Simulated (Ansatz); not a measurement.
Wurtzite BN, relaxed with r2SCAN in the plane-wave code Ansatz: the symmetry is P6_3mc (No. 186, hexagonal); a = 2.544 Å, c = 4.208 Å in the conventional setting, 5.90 Å³ an atom. B has 4 N at 1.56–1.58 Å; N has 4 B at 1.56–1.58 Å. It was then strained (uniaxial along z, other directions held), atoms relaxed again within the symmetry left. Unstrained, HSE06 gives 6.530 eV (Γ → K, 9×9×4 mesh), and the band edges keep their places in every row. Stress is positive in compression. Calculated for a static, non-magnetic cell.

Axes as in this cell:
```
CELL_PARAMETERS angstrom
2.54395 0.00000 0.00000
-1.27198 2.20313 0.00000
0.00000 0.00000 4.20782
ATOMIC_POSITIONS crystal
B 0.33333 0.66667 0.00020
B 0.66667 0.33333 0.50020
N 0.33333 0.66667 0.37480
N 0.66667 0.33333 0.87480
```

| strain (%) | ε | ΔE_g, HSE06 (eV) | Δσ_zz, r2SCAN (GPa) |
| --- | --- | --- | --- |
| -4.0 | -0.0400 | +0.157 | +48.93 |
| -3.0 | -0.0300 | +0.100 | +35.52 |
| -2.0 | -0.0200 | +0.054 | +22.90 |
| +3.0 | +0.0300 | +0.036 | -28.12 |
| +3.49 | +0.0349 | +0.057 | -31.95 |
| +4.0 | +0.0400 | +0.085 | -35.70 |

(1) Fit ΔE_g = a x + b x² to these rows by least squares, with x = ε.

(2) Fit the change of σ_zz in the same way.

(3) Predict the withheld row at -1.0 % (x = -0.0100).

## Answers

(1) The normal equations take Σx² = 6.618e-03, Σx³ = 3.451e-05, Σx⁴ = 8.384e-06, ΣxΔE = -3.891e-03 and Σx²ΔE = 6.006e-04, and give a = -0.98 eV, b = +75.7 eV; the largest residual is 0.004 eV.

(2) Δσ_zz = -1059.2 x + (4130) x² GPa. The slope, 1059 GPa, is C₃₃ in these axes.

(3) ΔE_g ≈ -0.98 × (-0.0100) + (75.7) × (-0.0100)² = +0.017 eV, and Δσ_zz ≈ +11.01 GPa. The runs give +0.020 eV and +11.05 GPa, off by +0.003 eV and +0.05 GPa.
